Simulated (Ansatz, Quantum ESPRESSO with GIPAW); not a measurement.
# ScF3: working out the 45Sc quadrupolar coupling

A plane-wave PAW calculation (PBEsol, Ansatz) gives this electric field gradient, in 10²¹ V/m² and Cartesian axes, at one Sc site of ScF3 (atom 1; ScF6; site symmetry m):

```
     -4.6255        0.0000       -0.1990
      0.0000        4.3927        0.0000
     -0.1990        0.0000        0.2328
```

45Sc has spin 7/2, Q = -0.22 barn and |γ|/2π = 10.3590 MHz/T. The cell is the Pnma form of a database entry, atoms relaxed, static and at 0 K. The PAW files were made for PBE.

**Task.** Find C_Q, η_Q and ν_Q, and the shift and width of the central transition under fast MAS at 11.7 T and 18.8 T.

1. The tensor is symmetric and traceless. Its eigenvalues, ordered by size, are V_xx = 0.2409, V_yy = 4.3927 and V_zz = -4.6336.

2. η_Q = (V_xx − V_yy)/V_zz = 0.896.

3. C_Q = eQV_zz/h. One unit of 10²¹ V/m² with one barn gives 24.18 MHz, so C_Q = 24.18 × −0.22 × −4.6336 = 24.649 MHz. A spectrum shows its size, not its sign.

4. ν_Q = 3C_Q/[2I(2I−1)] = 1.761 MHz in size, and P_Q = |C_Q|√(1 + η²/3) = 27.752 MHz.

5. The resonances lie at ν0 = 121.20 and 194.75 MHz, so ν_Q/ν0 is 0.015 at most and second order holds. The centre of gravity moves by δ_Q = −(3/40)(P_Q/ν0)² F × 10⁶ ppm, with F = [I(I+1) − 3/4]/[I²(2I−1)²] = 0.03401: -134 ppm at 11.7 T and -51.8 ppm at 18.8 T.

6. Summing the second-order term over orientations gives a full width of 299 ppm (36 kHz) and 116 ppm (23 kHz). In ppm both fall as 1/B²: (11.7/18.8)² = 0.387. The spinning rate must pass the static width for this shape to show cleanly.

[Banner, clock, file and message-heading lines were taken out of the pw.x and gipaw.x logs.]

[Logs are printed without paths, hosts, clocks, repeated set-up lines and the standing remarks that a program may print on its own settings, such as how far it seeks lower states.]

[Hosts, paths, dates, database ids (printed as entryN), source tags and the programs' standing remarks are cut or masked in the printed files.]
